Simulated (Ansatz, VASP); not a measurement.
**GaP in two plane-wave programs**

Wanted: the spread between two codes on one cell, functional and k mesh. The cell is taken from a series of VASP runs on this material, whose earlier steps may have relaxed, scaled or displaced it; both programs get it as it stands.

Calculated with Ansatz 0.2.0; plane waves, with VASP 6.6.1 beside it; relaxation of cell and atoms at LDA.

**1. The structure**

Symmetry: F-43m, No. 216, cubic system. Conventional cell: a = 5.394 Å, b = 5.394 Å, c = 5.394 Å, α = 90.00°, β = 90.00°, γ = 90.00°. Ga has 4 P at 2.34 Å nearest. P has 4 Ga at 2.34 Å nearest. Farther neighbours are not listed.

As a file:

```cif
data_structure
_symmetry_space_group_name_H-M 'F-43m'
_symmetry_Int_Tables_number 216
_cell_length_a 5.3936
_cell_length_b 5.3936
_cell_length_c 5.3936
_cell_angle_alpha 90.000
_cell_angle_beta 90.000
_cell_angle_gamma 90.000
_cell_volume 156.90
loop_
_atom_site_label
_atom_site_type_symbol
_atom_site_symmetry_multiplicity
_atom_site_Wyckoff_symbol
_atom_site_fract_x
_atom_site_fract_y
_atom_site_fract_z
_atom_site_occupancy
Ga1 Ga 4 a 0.00000 0.00000 0.00000 1
P1 P 4 c 0.25000 0.25000 0.25000 1
```

**2. VASP: relaxation of cell and atoms, LDA**

The relaxed volume is the usual yardstick between codes: its relative difference is about their pressure difference at one cell divided by the bulk modulus.

Lines of VASP's logs that name or quote its potential files are left out, and so is its time.

The input, INCAR:

```
SYSTEM = GaP
PREC = Accurate
ENCUT = 500
EDIFF = 1E-07
NELM = 100
ISMEAR = 0
SIGMA = 0.03
LREAL = .FALSE.
ALGO = Normal
GGA = CA
NBANDS = 15
LORBIT = 11
LWAVE = .FALSE.
LCHARG = .FALSE.
KPAR = 4
IBRION = 2
NSW = 50
ISIF = 3
EDIFFG = -0.002
```

The input, POSCAR:

```
GaP
1.0
    0.0000000000      2.6967765101      2.6967765101
    2.6967765101      0.0000000000      2.6967765101
    2.6967765101      2.6967765101      0.0000000000
Ga P
1 1
Direct
    0.0000000000      0.0000000000      0.0000000000
    0.7500000000      0.7500000000      0.7500000000
```

The input, KPOINTS:

```
Automatic mesh
0
Gamma
8 8 8
0 0 0
```

Potentials, in the order of the species: Ga_d and P (LDA family, release 64).

Command:

```sh
> mpirun -np 4 vasp_std
```

Numbers of over 12 decimals in the logs are rounded to 6 here.

The log of the run:

```text
[banner, memory and clock lines left out]
running    4 mpi-ranks, on    1 nodes
 distrk:  each k-point on    1 cores,    4 groups
 distr:  one band on    1 cores,    1 groups

 POSCAR found type information on POSCAR GaP
 POSCAR found :  2 types and       2 ions
 LDA part: xc-table for (Slater(with rela. corr.)+CA(PZ))
 , standard interpolation
 POSCAR, INCAR and KPOINTS ok, starting setup
 FFT: planning ... GRIDC
 FFT: planning ... GRID_SOFT
 FFT: planning ... GRID
 WAVECAR not read
 entering main loop
       N       E                     dE             d eps       ncg     rms          rms(c)
DAV:   1     0.801401007056E+02    0.80140E+02   -0.89432E+03   886   0.172E+03
DAV:   2    -0.460823480367E+01   -0.84748E+02   -0.80292E+02   975   0.312E+02
DAV:   3    -0.106867822995E+02   -0.60785E+01   -0.60556E+01  1080   0.683E+01
DAV:   4    -0.107826947010E+02   -0.95912E-01   -0.95891E-01  1078   0.918E+00
DAV:   5    -0.107844884750E+02   -0.17938E-02   -0.17937E-02  1158   0.108E+00    0.448E+00
DAV:   6    -0.105059792178E+02    0.27851E+00   -0.38780E-01  1347   0.113E+01    0.289E+00
DAV:   7    -0.104553753862E+02    0.50604E-01   -0.93903E-02  1163   0.225E+00    0.107E+00
DAV:   8    -0.104507213666E+02    0.46540E-02   -0.12267E-02  1074   0.129E+00    0.209E-01
DAV:   9    -0.104506849490E+02    0.36418E-04   -0.10486E-03  1286   0.426E-01    0.640E-02
DAV:  10    -0.104506824396E+02    0.25093E-05   -0.52738E-05  1336   0.892E-02    0.254E-02
DAV:  11    -0.104506885607E+02   -0.61211E-05   -0.88055E-06  1122   0.449E-02    0.749E-03
DAV:  12    -0.104506883549E+02    0.20576E-06   -0.51934E-07  1003   0.806E-03    0.503E-03
DAV:  13    -0.104506883299E+02    0.25011E-07   -0.21214E-07  1001   0.479E-03
   1 F= -.10450688E+02 E0= -.10450688E+02  d E =-.104507E+02
 curvature:   0.00 expect dE= 0.000E+00 dE for cont linesearch  0.000E+00
 trial: gam= 0.00000 g(F)=  0.160E-45 g(S)=  0.393E-07 ort = 0.000E+00 (trialstep = 0.100E+01)
 search vector abs. value=  0.394E-07
 reached required accuracy - stopping structural energy minimisation
```

From OUTCAR (step 2):

```text
ion  position               nearest neighbor table
   1  0.000  0.000  0.000-   2 2.34   2 2.34   2 2.34   2 2.34
   2  0.750  0.750  0.750-   1 2.34   1 2.34   1 2.34   1 2.34

  LATTYP: Found a face centered cubic cell.
 ALAT       =     5.3935530202

 Subroutine GETGRP returns: Found 24 space group operations
 (whereof 24 operations were pure point group operations)

The static configuration has the point symmetry T_d .

 Found     29 irreducible k-points:

   k-points           NKPTS =     29   k-points in BZ     NKDIM =     29   number of bands    NBANDS=     15

   dimension x,y,z NGX =    28 NGY =   28 NGZ =   28
   dimension x,y,z NGXF=    56 NGYF=   56 NGZF=   56

   ENCUT  =  500.0 eV  36.75 Ry    6.06 a.u.   6.95  6.95  6.95*2*pi/ulx,y,z

   NELECT =      18.0000    total number of electrons

 k-points in reciprocal lattice and weights: Automatic mesh
   0.00000000  0.00000000  0.00000000       0.002
   0.12500000  0.00000000  0.00000000       0.016
   0.25000000  0.00000000  0.00000000       0.016
   0.37500000  0.00000000  0.00000000       0.016
   0.50000000  0.00000000  0.00000000       0.008
   0.12500000  0.12500000  0.00000000       0.012
   0.25000000  0.12500000  0.00000000       0.047
   0.37500000  0.12500000  0.00000000       0.047
   0.50000000  0.12500000  0.00000000       0.047
[...]
-0.37500000  0.50000000  0.12500000       0.023
  -0.25000000  0.50000000  0.25000000       0.012

 average (electrostatic) potential at core
       1 -66.2740       2 -84.3198

 E-fermi :   4.9628

 k-point     1 :       0.0000    0.0000    0.0000
  band No.  band energies     occupation
    ...
      5      -9.8204      2.00000
      6      -7.9154      2.00000
      7       4.8355      2.00000
      8       4.8355      2.00000
      9       4.8355      2.00000
     10       6.7346      0.00000
     11       8.6191      0.00000
     12       8.6191      0.00000
     13       8.6191      0.00000
     14      13.4703      0.00000
    ...

 k-point     2 :       0.1250    0.0000    0.0000
  band No.  band energies     occupation
    ...
      5      -9.8205      2.00000
      6      -7.7047      2.00000
      7       3.1593      2.00000
      8       4.5895      2.00000
      9       4.5895      2.00000
     10       7.3050      0.00000
     11       8.9868      0.00000
     12       8.9868      0.00000
     13       9.2576      0.00000
     14      13.9958      0.00000
    ...

 k-point     3 :       0.2500    0.0000    0.0000
  band No.  band energies     occupation
    ...
      5      -9.8191      2.00000
      6      -7.1053      2.00000
      7       0.8348      2.00000
      8       4.1333      2.00000
      9       4.1333      2.00000
     10       6.9485      0.00000
     11       9.5067      0.00000
     12       9.5067      0.00000
     13      11.1890      0.00000
     14      13.7965      0.00000
    ...

  Total        0.0007367      0.0007367      0.0007367      0.0000000      0.0000000     -0.0000000
  in kB        0.0300906      0.0300906      0.0300906      0.0000000      0.0000000     -0.0000000
  external PRESSURE =       0.0300906 kB  Pullay stress =       0.0000000 kB

  energy-cutoff  :      500.00
  volume of cell :       39.23
      direct lattice vectors                 reciprocal lattice vectors
     0.000000000  2.696776510  2.696776510    -0.185406539  0.185406539  0.185406539
     2.696776510  0.000000000  2.696776510     0.185406539 -0.185406539  0.185406539
     2.696776510  2.696776510  0.000000000     0.185406539  0.185406539 -0.185406539

 POSITION                                       TOTAL-FORCE (eV/Angst)
 -----------------------------------------------------------------------------------
      0.00000      0.00000      0.00000         0.000000      0.000000      0.000000
      4.04516      4.04516      4.04516        -0.000000     -0.000000     -0.000000
 -----------------------------------------------------------------------------------
    total drift:                               -0.000000     -0.000000     -0.000000

  FREE ENERGIE OF THE ION-ELECTRON SYSTEM (eV)
  ---------------------------------------------------
  free  energy   TOTEN  =       -10.4506883299 eV

  energy  without entropy=      -10.4506883299  energy(sigma->0) =      -10.45068833

 reached required accuracy - stopping structural energy minimisation

 total charge
# of ion       s       p       d       tot
------------------------------------------
    1        0.877   0.894  10.017  11.789
    2        1.022   1.534   0.000   2.556
--------------------------------------------------
tot          1.900   2.428  10.017  14.345

[... 3 further parts left out ...]
```

CONTCAR:

```
GaP
   1.00000000000000
     0.0000000000000000    2.6967765100999999    2.6967765100999999
     2.6967765100999999    0.0000000000000000    2.6967765100999999
     2.6967765100999999    2.6967765100999999    0.0000000000000000
  Ga              P
     1     1
Direct
     0.0000000000000000    0.0000000000000000    0.0000000000000000
     0.7500000000000000    0.7500000000000000    0.7500000000000000
```

**3. Ansatz: relaxation of cell and atoms, LDA**

Ansatz runs on its default PAW (the set named soft_2) files.

The same cell, functional (in two slightly different forms), mesh and smearing now go to Ansatz, which takes its cutoff from its data sets.

The input, input.yaml:

```yaml
crystal:
  lattice:
    - [0.0, 2.6967765101, 2.6967765101]
    - [2.6967765101, 0.0, 2.6967765101]
    - [2.6967765101, 2.6967765101, 0.0]
  atoms:
    - { symbol: Ga, position: [0.0, 0.0, 0.0] }
    - { symbol: P, position: [0.75, 0.75, 0.75] }
hamiltonian:
  xc: lda
  pseudopotentials: { kind: paw }
kpoints:
  mp_grid: { grid: [8, 8, 8] }
scf:
  occupations: { method: gaussian, width: 0.03 }
relax:
  f_tol: 0.01
  max_steps: 60
  cell: { stress_tol: 0.05 }
output:
  forces: true
  stress: true
```

Command:

```sh
> ansatz run input.yaml --threads 4 --pin off --max-ram 9216MiB --backend cpu --events-out ev --progress --plain --runs-dir out
```

The log of the run:

```text
Engine: ansatz 0.2.0, aarch64-unknown-linux-gnu
Pseudopotentials: kind: paw
Pseudopotential: Ga, paw, valence charge 13, recommended cutoff 420 eV (normal), Ga.paw.azcp
Pseudopotential: P, paw, valence charge 5, recommended cutoff 420 eV (normal), P.paw.azcp
Functional definition: SPW92
  exchange = slater_x
  correlation = pw_c
Crystal: 2 atoms, lattice volume = 39.225 Å³
Basis set: ecut = 420 eV, 749 PW (Γ)
Bands: 13, of which v1, the nominal top of the filled ones, is band 9 counted from 1 (8 counted from 0)
Symmetry: 24 space group operations
Space group: F-43m (ITA 216), of the structure as read, at distance tolerance 3.4e-5 Å
k-points: 29 of 512 (time reversal used)
Non-local potential: Ga, projectors of the file, l = 0: 2, l = 1: 2, l = 2: 3, l = 3: 1
Non-local potential: P, projectors of the file, l = 0: 2, l = 1: 2, l = 2: 2
PAW form: soft (Blöchl's): semilocal exchange-correlation on the pseudo side does not see the compensation charge
PAW frozen core: Ga, regenerated for the run's functional, and the local potential with it (the file was generated under x = pbe(κ = 0.804, μ = 0.219515), c = pbe(β = 0.066725))
PAW frozen core: P, regenerated for the run's functional, and the local potential with it (the file was generated under x = pbe(κ = 0.804, μ = 0.219515), c = pbe(β = 0.066725))
PAW one-centre angular grid: Ga, 590 points (default); XC on 64 Gauss nodes
PAW one-centre angular grid: P, 110 points (default); XC on 64 Gauss nodes
Initial density: superposition of atomic densities (neutral atoms: chi_scale 0, normalization atom), corrected by the library's trained network
Initial wavefunctions: pseudopotential atomic-orbital guess
Functional: x = slater, c = lda
SCF iter   1: F=—  HF=-4433.771629 eV  |F-HF|=—  |Δ(HF+E_count)|=         —  Δρ=6.36e-3  dr2=1.58e-2  ethr=1.77e-3  ⟨swp⟩=6.2  Hψ=2543  notcnv=0
preconditioner: auto → none  [insulator: Δε(μ)=1.375 eV  Ē_g=15.641 eV  σ=0.030 eV  W_gap=1.00  n_scr=14 (ndim 8)  ℏωp=25.2 eV  f_vac=0.009  D(μ)=0.00/eV (n_scr^D=0)  ε∞_Penn≈3.6]
SCF iter   2: F=—  HF=-4433.766055 eV  |F-HF|=—  |Δ(HF+E_count)|=   5.57e-3  Δρ=3.11e-3  dr2=1.61e-3  ethr=8.76e-5  ⟨swp⟩=3.1  Hψ=854  notcnv=0
SCF iter   3: F=—  HF=-4433.765641 eV  |F-HF|=—  |Δ(HF+E_count)|=   4.14e-4  Δρ=9.68e-4  dr2=2.77e-4  ethr=8.93e-6  ⟨swp⟩=2.0  Hψ=748  notcnv=0
SCF iter   4: F=—  HF=-4433.765535 eV  |F-HF|=—  |Δ(HF+E_count)|=   1.06e-4  Δρ=3.71e-4  dr2=2.38e-5  ethr=1.54e-6  ⟨swp⟩=2.0  Hψ=629  notcnv=0
SCF iter   5: F=—  HF=-4433.765529 eV  |F-HF|=—  |Δ(HF+E_count)|=   5.65e-6  Δρ=1.89e-5  dr2=9.49e-8  ethr=1.32e-7  ⟨swp⟩=3.0  Hψ=650  notcnv=0
SCF iter   6: F=-4433.765529 eV  HF=-4433.765529 eV  |F-HF|=4.25e-9  |Δ(HF+E_count)|=   9.53e-9  Δρ=3.75e-6  dr2=6.38e-9  ethr=5.27e-10  ⟨swp⟩=2.3  Hψ=1399  notcnv=0
SCF 1 converged in 6 iterations: F = -4433.765529 eV  dr2 = 6.38e-9
  greatest PAW one-centre occupation: 0.994 electrons in one spin orbital (limit 2), on the Ga atom at site 0 (counted from 0), in its partial waves of l = 2
relax step   1: F+E_penalty+E_count = -4433.76552900 eV  Δ(F+E_penalty+E_count) = +0.000e0 eV  max|allowed force component| = 2.683e-16 eV/Å  Δτ_max = 0.0000 Å  P = -0.117 GPa  Ω = 39.225 Å³  (6 SCF iters, dr2 threshold 1.00e-7 eV, accepted)
[...]
relax step   2: F+E_penalty+E_count = -4433.76555652 eV  Δ(F+E_penalty+E_count) = -2.752e-5 eV  max|allowed force component| = 8.211e-17 eV/Å  Δτ_max = 0.0000 Å  P = -0.037 GPa  Ω = 39.190 Å³  energy of the carried Pulay correction = +1.066e-5 eV  (3 SCF iters, dr2 threshold 3.45e-8 eV, accepted)
[...]
relax step   3: F+E_penalty+E_count = -4433.76554941 eV  Δ(F+E_penalty+E_count) = +7.113e-6 eV  max|allowed force component| = 6.129e-17 eV/Å  Δτ_max = 0.0000 Å  P = -0.037 GPa  Ω = 39.190 Å³  stress off target by 3.72e-2 GPa  SCF on the basis re-selected at this cell (its energy is not comparable with the rows above)  (5 SCF iters)
basis re-selected at this cell: Δ(F+E_penalty+E_count) = +7.113e-6 eV, ΔP = -0.000 GPa vs the last step (what re-selecting the basis moved, of the pressure what is left beyond the Pulay correction that the steps carried, after the strain that the cell walked since its last selection, with what the two solves' SCF thresholds leave and, on support functions, any second-order correction that the steps lacked; it is no m [...]
SCF converged after 5 iterations
Free energy (F): -4433.765549 eV
Harris-Foulkes:  -4433.765549 eV  (|F-HF|=6.37e-12)
Internal energy: -4433.765549 eV  (E = F + TS)
E sigma→0 (E₀):  -4433.765549 eV
Fermi energy:    7.972660 eV
--- Per-component energies (eV) ---
  E_band       = -58.429661
  E_kinetic    = 187.681460
  E_local      = -2184.124919  (includes V_loc(G=0)·N_el)
  E_nonlocal   = 462.042804
  E_hartree    = 1009.120806
  E_xc         = -130.654157
  E_vxc        = -120.339881  (∫ρ·V_xc dr)
  E_paw        = -2452.777530  (= ΣΔE_a)
  E_vpaw       = -421.930732  (= ΣTr[D̂ρ^β])
  E_aug_tail   = -0.000126  (compensation charges beyond the density's cutoff)
  E_ewald      = -1326.899717
  E_core_change = 1.845831  (= ΣΔE_core)
  E_smearing   = -0.000000  (= −TS)
  E_closure    = 0.000000  (closes the sum)
  Σ components = -4433.765549   (vs F -4433.765549, Δ=0.00e0)
--- Forces (eV/Å), atoms counted from 1 ---
  atom   1  Ga    -0.00000000     0.00000000     0.00000000
  atom   2  P     -0.00000000    -0.00000000    -0.00000000
  max |Σ_I F_I| component: 8.33e-17 eV/Å
--- Stress (GPa, compression-positive) ---
       -0.037174       0.000000       0.000000
        0.000000      -0.037174       0.000000
        0.000000       0.000000      -0.037174
  P = ⅓ Tr σ = -0.0372 GPa (-0.372 kbar)
--- Relaxed structure (2 steps of the walk, 2 accepted, 1 SCFs on fresh bases) ---
  F+E_penalty+E_count = -4433.76554941 eV   max|allowed force component| = 6.129e-17 eV/Å   (the final SCF, on the basis selected at the relaxed cell)
  cell:  # Å, volume = 39.1901 Å³
    - [0, 2.695973, 2.695973]
    - [2.695973, 0, 2.695973]
    - [2.695973, 2.695973, 0]
  atoms:
    - { symbol: Ga, position: [0, 0, 0] }
    - { symbol: P, position: [0.75, 0.75, 0.75] }
```

Run time: 3.3 s. Hardware: 4 threads of Arm Neoverse N1, shared host; peak memory 0.3 GiB; 7.6 s of CPU time.

**4. Differences**

Known differences besides the potentials themselves: the two LDA forms differ slightly; both relaxations stop at a tolerance, which leaves soft axes loose, and VASP keeps its plane-wave basis; the cutoff is 420 eV in Ansatz and 500 eV in VASP; VASP's log shows a relativistic correction to its local exchange, Ansatz's none; Ansatz adds a Pulay correction to the stress that steers its cell, VASP none. Total energies have different zeros and are not compared.

The two programs side by side:

```tsv
quantity	Ansatz	VASP	difference
volume (Å³)	39.19	39.23	-0.09 %
edge a after relaxation, in the typed setting (Å)	3.813	3.814	-0.03 %
```

The walks stopped with -0.04 GPa left in Ansatz and 0.00 GPa in VASP; each walk ends within a tolerance, so the volume difference is uncertain by about these residues over the bulk modulus, most in soft cells.

**5. What came out**

| Property | Result |
| --- | --- |
| difference in volume (relaxation of cell and atoms, LDA) | -0.089 % |

What this shows: The difference in volume is -0.089 % (relaxation of cell and atoms, LDA), within the 1.2 % picked in this series as the mark of a large difference, as far as the stopping tolerances let one tell. How closely two codes agree says nothing of how well the functional describes the real material.

[Lines on the potential files, build, host, timing and source positions are cut from VASP's logs without a mark.]

[Logs are printed without paths, hosts, clocks, repeated set-up lines and the standing remarks that a program may print on its own settings, such as how far it seeks lower states.]

[Hosts, paths, dates, database ids (printed as entryN), source tags and the programs' standing remarks are cut or masked in the printed files.]
